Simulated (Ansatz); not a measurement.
A run of Ansatz 0.2.0 is set up as follows.

Contents of input.yaml:

```yaml
crystal:
  lattice:
    - [0.0, 2.1554, 2.1554]
    - [2.1554, 0.0, 2.1554]
    - [2.1554, 2.1554, 0.0]
  atoms:
    - { symbol: Fe, position: [0.0, 0.0, 0.0], spin: 3.0 }
    - { symbol: O, position: [0.5, 0.5, 0.5] }
hamiltonian:
  xc: pbe
  pseudopotentials: { kind: paw }
magnetization:
  spin_polarized: true
kpoints:
  mp_grid: { grid: [11, 11, 11] }
  band_path:
    path:
      - [[0.0, 0.0, 0.0], [0.5, 0.0, 0.5], [0.5, 0.25, 0.75], [0.375, 0.375, 0.75], [0.0, 0.0, 0.0], [0.5, 0.5, 0.5], [0.625, 0.25, 0.625], [0.5, 0.25, 0.75], [0.5, 0.5, 0.5], [0.375, 0.375, 0.75]]
      - [[0.625, 0.25, 0.625], [0.5, 0.0, 0.5]]
    npoints: 14
scf:
  occupations: { method: fermi_dirac, width: 0.05 }
  n_extra_bands: 6
output:
  forces: true
  stress: true
  eigenvalues: true
  fatbands: true
  write_density: true
  write_potential: true
  elf: true
  volumetric_format: npy
```

Potentials or basis: Ansatz PAW.

The run is started by

```sh
$ ansatz run input.yaml --threads 2 --pin off --max-ram 5632MiB --backend cpu --events-out ev --progress --plain --runs-dir out
```

(1) Estimate the absolute moment.

(2) Estimate the pressure.

(3) Estimate the site moments.

## Answers

(1) 4.01 μB per cell.

(2) -0.2 GPa.

(3) Fe +3.45; O +0.32 μB.

Caveat: the pressure holds a Pulay correction of +0.6 GPa for the finite cutoff; a cell with one magnetic atom can't hold antiferromagnetic order, which such compounds often take; semilocal functionals often make such compounds metallic where correlation or magnetic order opens a gap, which also shifts bond lengths.

The gap isn't set beside the measured one, since this odd mesh misses points on the zone boundary.
